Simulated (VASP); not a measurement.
Crystal: PbSe.

```
Se Pb
1.0
     0.00000    3.05199    3.05199
     3.05199    0.00000    3.05199
     3.05199    3.05199    0.00000
Se Pb
1 1
Direct
  0.50000 0.50000 0.50000
  0.00000 0.00000 0.00000
```

The cell was built by a generator and needn't be a form met in nature.

Program: VASP 6.6.1. Alike in all runs: task band structure; potentials or basis VASP PAW PBE potentials, release 64 (Se, Pb_d); no spin polarisation; cell as given; k mesh 8 × 8 × 8; cutoff (eV) 520; smearing gaussian 0.03 eV.

Q: Order these runs on this cell by their band gap on the k mesh, lowest first.
A. level TB-mBJ
B. level PBEsol
C. level r2SCAN

A: B (0.17 eV), C (0.55 eV), A (0.83 eV).

Caveats: spin-orbit coupling is left out, which as a rule narrows the gap of such compounds by several tenths of an eV.

